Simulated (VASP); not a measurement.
# NaI (P6_3mc) in VASP: equation of state, part 2 of 2

VASP 6.6.1. The steps go on from the part before.

### Step 7. Equation of state, PBE, 48.55 Å³/atom (volume scaled by 1.06)

Contents of INCAR:

```
SYSTEM = NaI
ALGO = Normal
EDIFF = 1E-7
ENCUT = 520
GGA = PE
ISIF = 2
ISMEAR = -1
LASPH = .TRUE.
LCHARG = .FALSE.
LREAL = .FALSE.
LWAVE = .FALSE.
NBANDS = 22
NELM = 100
PREC = Accurate
SIGMA = 0.05
```

Contents of KPOINTS:

```
k-points
0
G
  6 6 4
  0 0 0
```

Contents of POSCAR:

```
NaI
1.0
    5.2517707451      0.0000000000      0.0000000000
   -2.6258904706      4.5481665247      0.0000000000
    0.0000000000      0.0000000000      8.1296075441
Na I
2 2
Direct
    0.3333300000      0.6666700000      0.3816100000
    0.6666700000      0.3333300000      0.8816100000
    0.3333300000      0.6666700000      0.9915300000
    0.6666700000      0.3333300000      0.4915300000
```

Potentials or basis: VASP PAW PBE potentials, release 64 (Na_pv, I).

Command:

```console
$ cat potpaw_PBE.64/Na_pv/POTCAR potpaw_PBE.64/I/POTCAR > POTCAR
$ mpirun -np 1 vasp_std > vasp.out
```

OUTCAR:

```text
SYSTEM = NaI
   EDIFF = 1E-7
   ENCUT = 520
   GGA = PE
   ISIF = 2
   ISMEAR = -1
   LASPH = .TRUE.
   LREAL = .FALSE.
   NELM = 100
   PREC = Accurate

 Found     39 irreducible k-points:

 Following reciprocal coordinates:
            Coordinates               Weight
  0.000000  0.000000  0.000000      1.000000
  0.166667  0.000000  0.000000      4.000000
 -0.166667  0.166667  0.000000      2.000000
  0.333333  0.000000  0.000000      4.000000
 -0.333333  0.333333  0.000000      2.000000
  0.500000  0.000000  0.000000      2.000000
   k-points           NKPTS =     39   k-points in BZ     NKDIM =     39   number of bands    NBANDS=     22
   number of dos      NEDOS =    301   number of ions     NIONS =      4
   total plane-waves  NPLWV =  96000
   dimension x,y,z NGX =    40 NGY =   40 NGZ =   60
   dimension x,y,z NGXF=    80 NGYF=   80 NGZF=  120
   ions per type =               2   2
   NGX,Y,Z   is equivalent  to a cutoff of  12.66, 12.66, 12.27 a.u.
   NGXF,Y,Z  is equivalent  to a cutoff of  25.32, 25.32, 24.54 a.u.
 SYSTEM =  NaI
   PREC   = accura    normal or accurate (medium, high low for compatibility)
   ISTART =      0    job   : 0-new  1-cont  2-samecut
   ICHARG =      2    charge: 1-file 2-atom 10-const
   ISPIN  =      1    spin polarized calculation?
   LNONCOLLINEAR =      F non collinear calculations
   LSORBIT =      F    spin-orbit coupling
   LASPH  =      T    aspherical Exc in radial PAW
   ENCUT  =  520.0 eV  38.22 Ry    6.18 a.u.   9.76  9.76 15.12*2*pi/ulx,y,z
   NELM   =    100;   NELMIN=  2; NELMDL= -5     # of ELM steps
   EDIFF  = 0.1E-06   stopping-criterion for ELM
   LREAL  =      F    real-space projection
   EDIFFG = 0.1E-05   stopping-criterion for IOM
   NSW    =      0    number of steps for IOM
   IBRION =     -1    ionic relax: 0-MD 1-quasi-New 2-CG
   NFREE  =      0    steps in history (QN), initial steepest desc. (CG)
   ISIF   =      2    stress and relaxation
   ISYM   =      2    0-nonsym 1-usesym 2-fastsym
   POTIM  = 0.5000    time-step for ionic-motion
   TEBEG  =    0.0;   TEEND  =   0.0 temperature during run
   PSTRESS=    0.0 pullay stress
   NELECT =      28.0000    total number of electrons
   NUPDOWN=      -1.0000    fix difference up-down
   EMIN   =  10.00;   EMAX   =-10.00  energy-range for DOS
   EFERMI =   0.00;   METHOD = LEGACY
   ISMEAR =    -1;   SIGMA  =   0.05  broadening in eV -4-tet -1-fermi 0-gaus
   EFERMI_NEDOS =   21; number of points for ismear=-14 and -15
   IALGO  =     38    algorithm
   IMIX   =      4    mixing-type and parameters
     AMIX     =   0.40;   BMIX     =  1.00
     AMIX_MAG =   1.60;   BMIX_MAG =  1.00
  volume/ion in A,a.u.               =      48.55       327.60
  Fermi-wavevector in a.u.,A,eV,Ry     =   0.858467  1.622267 10.027026  0.736966
  Thomas-Fermi vector in A             =   1.975676
   LORBIT       =      0    0 simple, 1 ext, 2 COOP (PROOUT), +10 PAW based schemes
   GGA     = PE    functional components
   LHFCALC =     F    Hartree Fock is set to
   AEXX    =    0.0000 exact exchange contribution
   IVDW    =     0    specifies the selected vdW correction
   LEPSILON=     F    determine dielectric tensor
   LRPA    =     F    only Hartree local field effects (RPA)
 non-spin polarized calculation
  energy-cutoff  :      520.00
  volume of cell :      194.18
 maximum number of plane-waves:      5250
   NGX = 19   NGY = 19   NGZ = 31

 number of electron      27.9999986 magnetization

 Free energy of the ion-electron system (eV)
  ---------------------------------------------------
  ext. energy  EPLUGINS =         0.00000000
  ---------------------------------------------------
  free energy    TOTEN  =       -10.58592550 eV

  energy without entropy =      -10.58592550  energy(sigma->0) =      -10.58592550

 E-fermi :  -0.3659     XC(G=0):  -6.1570

 val. band max:       -1.4175682798   @ k =   0.0000   0.0000   0.0000
 cond. band min:       2.1908396934   @ k =   0.0000   0.0000   0.0000
 fundamental gap:      3.6084079731
 Fermi energy:        -0.3659133811

 k-point     1 :       0.0000    0.0000    0.0000
  band No.  band energies     occupation
      1     -23.7732      2.00000
      2     -23.7716      2.00000
      3     -23.7689      2.00000
      4     -23.7689      2.00000
      5     -23.7687      2.00000
      6     -23.7687      2.00000
[... 14 lines left out ...]
     21       6.5613      0.00000
     22       6.5999      0.00000

 k-point     2 :       0.1667    0.0000    0.0000
  band No.  band energies     occupation
      1     -23.7731      2.00000
      2     -23.7717      2.00000
      3     -23.7692      2.00000
      4     -23.7690      2.00000
      5     -23.7690      2.00000
      6     -23.7687      2.00000
[... 14 lines left out ...]
     21       6.5687      0.00000
     22       6.6725      0.00000

 k-point     3 :      -0.1667    0.1667    0.0000
  band No.  band energies     occupation
      1     -23.7731      2.00000
      2     -23.7717      2.00000
      3     -23.7692      2.00000
      4     -23.7690      2.00000
      5     -23.7690      2.00000
      6     -23.7687      2.00000
[... 14 lines left out ...]
     21       6.5688      0.00000
     22       6.6725      0.00000

 k-point     4 :       0.3333    0.0000    0.0000
  band No.  band energies     occupation
      1     -23.7729      2.00000
      2     -23.7719      2.00000
      3     -23.7697      2.00000
      4     -23.7695      2.00000
      5     -23.7691      2.00000
      6     -23.7688      2.00000
[... 14 lines left out ...]
     21       6.3268      0.00000
     22       7.4182      0.00000

 k-point     5 :      -0.3333    0.3333    0.0000
  band No.  band energies     occupation
      1     -23.7729      2.00000
      2     -23.7719      2.00000
      3     -23.7697      2.00000
      4     -23.7695      2.00000
      5     -23.7691      2.00000
      6     -23.7688      2.00000
[... 14 lines left out ...]
     21       6.3269      0.00000
     22       7.4182      0.00000

 k-point     6 :       0.5000    0.0000    0.0000
  band No.  band energies     occupation
      1     -23.7726      2.00000
      2     -23.7721      2.00000
      3     -23.7699      2.00000
      4     -23.7698      2.00000
      5     -23.7692      2.00000
      6     -23.7688      2.00000
[... 14 lines left out ...]
     21       6.7151      0.00000
     22       8.0876      0.00000

 [... further k-points ...]

------------------------ aborting loop because EDIFF is reached ----------------------------------------

  FORCE on cell =-STRESS in cart. coord.  units (eV):
  Direction    XX          YY          ZZ          XY          YZ          ZX
  --------------------------------------------------------------------------------------
  -------------------------------------------------------------------------------------
  Total       -0.6690248     -0.6689154     -0.6104708      0.0000954      0.0000000      0.0000000
  in kB       -5.5200255     -5.5191227     -5.0369056      0.0007873      0.0000000      0.0000000
  external PRESSURE =      -5.3586846 kB  Pullay stress =       0.0000000 kB

 VOLUME and BASIS-vectors are now :
 -----------------------------------------------------------------------------
  energy-cutoff  :      520.00
  volume of cell :      194.18
      direct lattice vectors                 reciprocal lattice vectors
     5.251770745  0.000000000  0.000000000     0.190411967  0.109934623  0.000000000
    -2.625890471  4.548166525  0.000000000     0.000000000  0.219868818  0.000000000
     0.000000000  0.000000000  8.129607544     0.000000000  0.000000000  0.123007168

 POSITION                                       TOTAL-FORCE (eV/Angst)
 -----------------------------------------------------------------------------------
     -0.00003      3.03213      3.10234         0.000022     -0.000013     -0.008765
      2.62591      1.51604      7.16714        -0.000022      0.000013     -0.008765
     -0.00003      3.03213      8.06075         0.000055     -0.000032      0.008765
      2.62591      1.51604      3.99595        -0.000055      0.000032      0.008765
 -----------------------------------------------------------------------------------
    total drift:                                0.000000      0.000000     -0.001193

  FREE ENERGIE OF THE ION-ELECTRON SYSTEM (eV)
  ---------------------------------------------------
  free  energy   TOTEN  =       -10.5859255029 eV

  energy  without entropy=      -10.5859255028  energy(sigma->0) =      -10.58592550
```

stdout:

```text
POSCAR found type information on POSCAR NaI
 POSCAR found :  2 types and       4 ions
 scaLAPACK will be used
 LDA part: xc-table for (Slater+PW92), standard interpolation
 POSCAR, INCAR and KPOINTS ok, starting setup
 FFT: planning ... GRIDC
 FFT: planning ... GRID_SOFT
 FFT: planning ... GRID
 WAVECAR not read
 entering main loop
```

Wall time 2.4 min (1 thread of AMD EPYC 7R13 (Zen 3), shared host); peak memory 0.33 GiB.

Results:

| Item | Value |
| --- | --- |
| Free energy | -10.5859 eV |
| Pressure | -0.5 GPa |
| Largest force | 0.009 eV/Å |
| Band gap on the k mesh | 3.61 eV, direct |

Caveat: spin-orbit coupling is left out, which moves the levels of the heavy elements.

### Step 8. Equation of state, PBE

Potentials or basis: VASP PAW PBE potentials, release 64 (Na_pv, I).

No new run: the results of the series are fitted here.

Results:

| Item | Value |
| --- | --- |
| Equilibrium volume | 45.86 Å³/atom |
| Bulk modulus at fixed shape and positions | 10.6 GPa |
| Pressure derivative of the bulk modulus | 4.6 |

Energy against volume, from the lowest point:
| volume (Å³/atom) | energy (meV/atom) |
| --- | --- |
| 43.050 | 6.44 |
| 43.966 | 2.81 |
| 44.882 | 0.72 |
| 45.798 | 0.00 |
| 46.714 | 0.51 |
| 47.630 | 2.11 |
| 48.546 | 4.69 |

Caveat: the cell was scaled at fixed shape and fractional positions, which overstates the stiffness of a crystal with free parameters, most of all of layers and chains. The run has no spin-orbit coupling, so splittings on I are missing.
